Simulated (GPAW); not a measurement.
# CsSnBr3 (Pm-3m) in GPAW: single point with LDA

Aim: the single point of CsSnBr3 with LDA.

Everything below comes from runs of GPAW 26.7.0. Logs are shortened: lines on timing, memory, paths and dates and some standing lists are left out, and cuts for length are marked. The log counts tension as positive stress, the text compression.

**Experimental background.**

From “Influence of hidden halogen mobility on local structure of CsSn(Cl1−xBrx)3 mixed-halide perovskites by solid-state NMR”, 2020, pmc:8179406, for a powder of CsSnBr3 at 300 K: band gap 1.79 eV (optical).

How close the calculation comes is told below.

## (1) The structure

The structure is cubic, space group Pm-3m (No. 221). The conventional cell has a = 5.839 Å, b = 5.839 Å, c = 5.839 Å, α = 90.00°, β = 90.00°, γ = 90.00°. Cs (site symmetry m-3m) has 12 Br at 4.13 Å as nearest neighbours. Around Sn (site symmetry m-3m) lie 6 Br at 2.92 Å. Br (site symmetry 4/mmm) has 2 Sn at 2.92 Å as nearest neighbours.

The cell is a database's computed one.

## (2) Single point, LDA

The input, run.py:

```python
from ase import Atoms
from ase.dft.bandgap import bandgap
from ase.io import write
from ase.units import GPa
from gpaw import GPAW, PW

atoms = Atoms(['Cs', 'Sn', 'Br', 'Br', 'Br'],
              cell=[[5.83900561, 0.0, 0.0],
                    [0.0, 5.83900561, 0.0],
                    [0.0, 0.0, 5.83900561]],
              scaled_positions=[[0.0, 0.0, 0.0],
                                [0.5, 0.5, 0.5],
                                [0.0, 0.5, 0.5],
                                [0.5, 0.5, 0.0],
                                [0.5, 0.0, 0.5]],
              pbc=True)

calc = GPAW(mode=PW(450),
            xc='LDA',
            kpts={'size': (4, 4, 4), 'gamma': True},
            occupations={'name': 'fermi-dirac', 'width': 0.05},
            nbands=37,
            maxiter=120,
            txt='gpaw.txt')
atoms.calc = calc
energy = atoms.get_potential_energy()
forces = atoms.get_forces()
stress = atoms.get_stress()
calc.write('gs.gpw')
write('result.traj', atoms)
print(f'Energy: {energy:.6f} eV')
print('Forces (eV/A):')
print(forces.round(4))
print('Stress (GPa):', (stress / GPa).round(3))
print('Fermi level:', round(calc.get_fermi_level(), 4), 'eV')
print(f'Gap: {bandgap(calc)[0]:.4f} eV, direct: {bandgap(calc, direct=True)[0]:.4f} eV')
```

Potentials or basis: the program's PAW data sets (release 1.2.1) made for this functional, pw.

Run with:

```bash
$ OMP_NUM_THREADS=1 python run.py
```

gpaw.txt:

```text
__  _  _
 | _ |_)|_||  |
 |__||  | ||/\| - 26.7.0

Input parameters:
  mode=PW(ecut=450.00000000000006),
  kpts=MonkhorstPack(size=(4, 4, 4), gamma=True),
  maxiter=120,
  nbands=37,
  occupations=Occupations(name='fermi-dirac', width=0.05),
  xc=XC(name='LDA')

Diagonalizing LCAO Hamiltonian
Converting LCAO to pw mode
     .-------------.
    /|             |
   / |             |
  /  |             |
 *   |             |
 | Br|    Sn       |
 |   |             |
 |   .--Br---------.
 |  /             /
 | /      Br     /
 |/             /
 Cs------------*

Atoms  # Å, Bohr magnetons
|   | symbol |        x |        y |        z |    initial magnetic moments |
|---|--------|----------|----------|----------|-----------------------------|
| 0 |     Cs | 0.000000 | 0.000000 | 0.000000 | ( 0.0000,  0.0000,  0.0000) |
| 1 |     Sn | 2.919503 | 2.919503 | 2.919503 | ( 0.0000,  0.0000,  0.0000) |
| 2 |     Br | 0.000000 | 2.919503 | 2.919503 | ( 0.0000,  0.0000,  0.0000) |
| 3 |     Br | 2.919503 | 2.919503 | 0.000000 | ( 0.0000,  0.0000,  0.0000) |
| 4 |     Br | 2.919503 | 0.000000 | 2.919503 | ( 0.0000,  0.0000,  0.0000) |

Unit cell  # Å
| periodic |        x |        y |        z |  lengths |    angles |
|----------|----------|----------|----------|----------|-----------|
|      yes | 5.839006 | 0.000000 | 0.000000 | 5.839006 | 90.000000 |
|      yes | 0.000000 | 5.839006 | 0.000000 | 5.839006 | 90.000000 |
|      yes | 0.000000 | 0.000000 | 5.839006 | 5.839006 | 90.000000 |

Number of symmetries: 48
Symmetry operations  # r_c * U_cc + t_c -> r_c
|    | kind |            matrix            |
|----|------|------------------------------|
|  0 |  E   |  1, 0, 0,  0, 1, 0,  0, 0, 1 |
|  1 |  σ   |  1, 0, 0,  0, 1, 0,  0, 0,-1 |
|  2 |  σ   |  1, 0, 0,  0, 0, 1,  0, 1, 0 |
|  3 |  C4  |  1, 0, 0,  0, 0, 1,  0,-1, 0 |
|  4 |  C4  |  1, 0, 0,  0, 0,-1,  0, 1, 0 |
|  5 |  σ   |  1, 0, 0,  0, 0,-1,  0,-1, 0 |
|  6 |  σ   |  1, 0, 0,  0,-1, 0,  0, 0, 1 |
|  7 |  C2  |  1, 0, 0,  0,-1, 0,  0, 0,-1 |
|  8 |  σ   |  0, 1, 0,  1, 0, 0,  0, 0, 1 |
|  9 |  C2  |  0, 1, 0,  1, 0, 0,  0, 0,-1 |
| 10 |  C3  |  0, 1, 0,  0, 0, 1,  1, 0, 0 |
| 11 |  S6  |  0, 1, 0,  0, 0, 1, -1, 0, 0 |
| 12 |  S6  |  0, 1, 0,  0, 0,-1,  1, 0, 0 |
| 13 |  C3  |  0, 1, 0,  0, 0,-1, -1, 0, 0 |
| 14 |  C4  |  0, 1, 0, -1, 0, 0,  0, 0, 1 |
| 15 |  S4  |  0, 1, 0, -1, 0, 0,  0, 0,-1 |
| 16 |  C3  |  0, 0, 1,  1, 0, 0,  0, 1, 0 |
| 17 |  S6  |  0, 0, 1,  1, 0, 0,  0,-1, 0 |
| 18 |  σ   |  0, 0, 1,  0, 1, 0,  1, 0, 0 |
| 19 |  C4  |  0, 0, 1,  0, 1, 0, -1, 0, 0 |
| 20 |  C2  |  0, 0, 1,  0,-1, 0,  1, 0, 0 |
| 21 |  S4  |  0, 0, 1,  0,-1, 0, -1, 0, 0 |
| 22 |  S6  |  0, 0, 1, -1, 0, 0,  0, 1, 0 |
| 23 |  C3  |  0, 0, 1, -1, 0, 0,  0,-1, 0 |
| 24 |  S6  |  0, 0,-1,  1, 0, 0,  0, 1, 0 |
| 25 |  C3  |  0, 0,-1,  1, 0, 0,  0,-1, 0 |
| 26 |  C4  |  0, 0,-1,  0, 1, 0,  1, 0, 0 |
| 27 |  σ   |  0, 0,-1,  0, 1, 0, -1, 0, 0 |
| 28 |  S4  |  0, 0,-1,  0,-1, 0,  1, 0, 0 |
| 29 |  C2  |  0, 0,-1,  0,-1, 0, -1, 0, 0 |
| 30 |  C3  |  0, 0,-1, -1, 0, 0,  0, 1, 0 |
| 31 |  S6  |  0, 0,-1, -1, 0, 0,  0,-1, 0 |
| 32 |  C4  |  0,-1, 0,  1, 0, 0,  0, 0, 1 |
| 33 |  S4  |  0,-1, 0,  1, 0, 0,  0, 0,-1 |
| 34 |  S6  |  0,-1, 0,  0, 0, 1,  1, 0, 0 |
| 35 |  C3  |  0,-1, 0,  0, 0, 1, -1, 0, 0 |
| 36 |  C3  |  0,-1, 0,  0, 0,-1,  1, 0, 0 |
[... 98 lines left out ...]
    |   5p |  2.000 |      -3.869 |    1.270 |
    |   4d | 10.000 |     -25.910 |    1.185 |
    |    s |        |      16.413 |    1.201 |
    |    p |        |      23.342 |    1.270 |
    |    d |        |       1.302 |    1.185 |

    Using partial waves for Sn as LCAO basis

  Br:
    name:    Bromine
    Z:       35.0
    valence: 7
    core:    28
    charge:  0.0  # [|e|]
    compensation charges:
      type: gauss
      rc: 0.35  # [Å]
      lmax: 2
    cutoffs:
      filter: 1.98  # [Å]
      core: 2.38  # [Å]
    projectors
    | kind |    occ | energy [eV] | rcut [Å] |
    |------|--------|-------------|----------|
    |   4s |  2.000 |     -20.306 |    1.111 |
    |   4p |  5.000 |      -8.003 |    1.111 |
    |    s |        |       6.906 |    1.111 |
    |    p |        |      19.208 |    1.111 |
    |    d |        |       0.000 |    1.111 |

    Using partial waves for Br as LCAO basis

Reference energy: -591937.485242  # eV

eigensolver:
  PPCG
  Converge bands: occupied
  niter=2

density mixing:
  MSR1-Mixer
  Pratt-step length: 0.05
  Maximum mixing coefficient: 0.75
  Old densities: 10
  SVD Regularization: 0.005
  Good broyden scale: 1.0
  Trust region scale: 1.0
  Backstep threshold: 4.0
  History deletion threshold: 6.0
  Fourier metric: weight=20.0, sigma=0.015

occupation numbers:
  Fermi-Dirac:
    width: 0.0500  # eV

poisson solver:
  ecut: 3600.0000000000005  # eV

xc functional:
  name: None

convergence criteria:
- Maximum [total energy] change in last 3 cyles: 0.0005 eV / valence electron
- Maximum integral of absolute [dens]ity change: 0.0001 electrons / valence electron
- Maximum integral of absolute [eigenst]ate change: 4e-08 eV^2 / valence electron
maximum number of iterations: 120

SCF iterations
|iter     | |      energy | eigst |  dens |
|---------|-|-------------|-------|-------|
|iter:   1| |  -18.297989 | -0.22 |       |
|iter:   2| |  -18.246819 | -2.18 | -1.33 |
|iter:   3| |  -17.876190 | -2.29 | -1.38 |
|iter:   4| |  -17.856823 | -3.61 | -1.86 |
|iter:   5| |  -17.856498c| -4.70 | -2.40 |
|iter:   6| |  -17.856516c| -5.82 | -3.22 |
|iter:   7| |  -17.856519c| -7.20 | -3.73 |
|iter:   8| |  -17.856520c| -7.97c| -4.21c|

Converged in 8 steps
Energy contributions relative to reference atoms: (reference = -591937.485242)

Energy contributions:
  Kinetic:          16.800351
  Coulomb:         -18.461873
  Zero:             -0.120993
  External:          0.000000
  Xc:              -16.073792
  Entropy:          -0.000425
  Spinorbit:         0.000000
  ----------------------------
  Free energy:     -17.856732
  Extrapolated:    -17.856520

dipole moment: (-56.051879, -56.051879, -56.051879)  # |e|*Ang

Fermi level: 3.124
Eigenvalues  # (at kpt = [0.000, 0.000, 0.000])
| band index |      eig [eV] | occ [0-2] |
|------------|---------------|-----------|
|          0 |       -19.181 |     2.000 |
|        ... |               |           |
|         14 |        -2.225 |     2.000 |
|         15 |        -2.225 |     2.000 |
|         16 |         0.063 |     2.000 |
|         17 |         0.063 |     2.000 |
|         18 |         0.063 |     2.000 |
|         19 |         0.193 |     2.000 |
[... 8 lines left out ...]
|         28 |         7.798 |     0.000 |
|         29 |         7.798 |     0.000 |
|        ... |               |           |
|         36 |        12.010 |     0.000 |

Gap: 0.419 eV
Transition (v -> c):
  (s=0, k=9, n=21, [0.50, 0.50, 0.50]) -> (s=0, k=9, n=22, [0.50, 0.50, 0.50])
No difference between direct/indirect transitions

Forces  # eV/Ang
|       x |        y |        z |
|---------|----------|----------|
| 0.00000 |  0.00000 |  0.00000 |  # Cs   0
| 0.00000 | -0.00000 |  0.00000 |  # Sn   1
| 0.00000 | -0.00000 |  0.00000 |  # Br   2
| 0.00000 | -0.00000 | -0.00000 |  # Br   3
| 0.00000 |  0.00000 |  0.00000 |  # Br   4

Stress tensor  # eV/Ang^3
|        x |        y |        z |
|----------|----------|----------|
| 0.012636 | 0.000000 | 0.000000 |
| 0.000000 | 0.012636 | 0.000000 |
| 0.000000 | 0.000000 | 0.012636 |

# Writing to gs.gpw (mode='')
```

stdout:

```text
Energy: -17.856520 eV
Forces (eV/A):
[[ 0.  0.  0.]
 [ 0. -0.  0.]
 [ 0. -0.  0.]
 [ 0. -0. -0.]
 [ 0.  0.  0.]]
Stress (GPa): [2.025 2.025 2.025 0.    0.    0.   ]
Fermi level: 3.1239 eV
Gap: 0.4190 eV, direct: 0.4190 eV
```

Wall time 30 s (1 thread of Arm Neoverse V1, shared host); peak memory 0.21 GiB.

Results:

- Free energy: -17.8567 eV
- Pressure: -2.0 GPa
- Band gap on the k mesh: 0.42 eV, direct

Caveat: the cutoff is short for stress and forces, so pressures can be off by a GPa or more; spin-orbit coupling is left out, which moves the levels of the heavy elements.

## (3) Against experiment

Step 2. A measured gap of CsSnBr3 is 1.79 eV (optical; 300 K; powder; “Influence of hidden halogen mobility on local structure of CsSn(Cl1−xBrx)3 mixed-halide perovskites by solid-state NMR”, 2020, pmc:8179406); the calculated 0.42 eV misses it by -1.37 eV. So large a miss can be the level of theory's own, or it may mean another phase, state or a wrong row. Spin-orbit coupling on Br, Cs, Sn is left out. The value is that of LDA on a finite k mesh, which can miss the band edges, without temperature or zero-point motion. Semilocal functionals fall short of measured gaps as a rule. The cell is a database's relaxed one, not the measured one, which moves gaps too.
